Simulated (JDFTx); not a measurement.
Here is a JDFTx 1.7.0 (patched build) calculation.

File W2C.in:

```
lattice \
    5.8015454535    -2.9007727267     0.0000000000 \
    0.0000000000     5.0242857438     0.0000000000 \
    0.0000000000     0.0000000000     8.8409476138
coords-type Lattice
ion W      0.6666666667     0.3333333333     0.2536690000 1
ion W      0.3333333333     0.6666666667     0.7463310000 1
ion C      0.0000000000     0.0000000000     0.0000000000 1

ion-species pseudo/W.upf
ion-species pseudo/C.upf
elec-cutoff 41 328
elec-ex-corr gga-PBEsol
kpoint-folding 10 10 6
elec-smearing Fermi 0.0018374661
elec-n-bands 23
electronic-SCF nIterations 100 energyDiffThreshold 1e-09
electronic-minimize nIterations 30 energyDiffThreshold 1e-7
converge-empty-states yes
forces-output-coords Cartesian

dump-name run.$VAR
dump End Ecomponents EigStats BandEigs Kpoints Forces Stress ElecDensity Dtot KEdensity
```

Potentials or basis: PseudoDojo-SR-PBEsol-0.4.1-standard with smoothed tails.

Run with:

```console
$ jdftx -c 1 -i W2C.in -o W2C.out
```

Task: Estimate the band gap on the k mesh.

Result: None (metal or under the smearing width).

Task: What does it give for the pressure?

Result: -9.7 GPa.

Stress tensor (GPa, compression positive):
```
-10.06   0.00   0.00
  0.00 -10.06   0.00
  0.00   0.00  -9.07
```

 Spin-orbit coupling is left out, which matters for the levels of W.
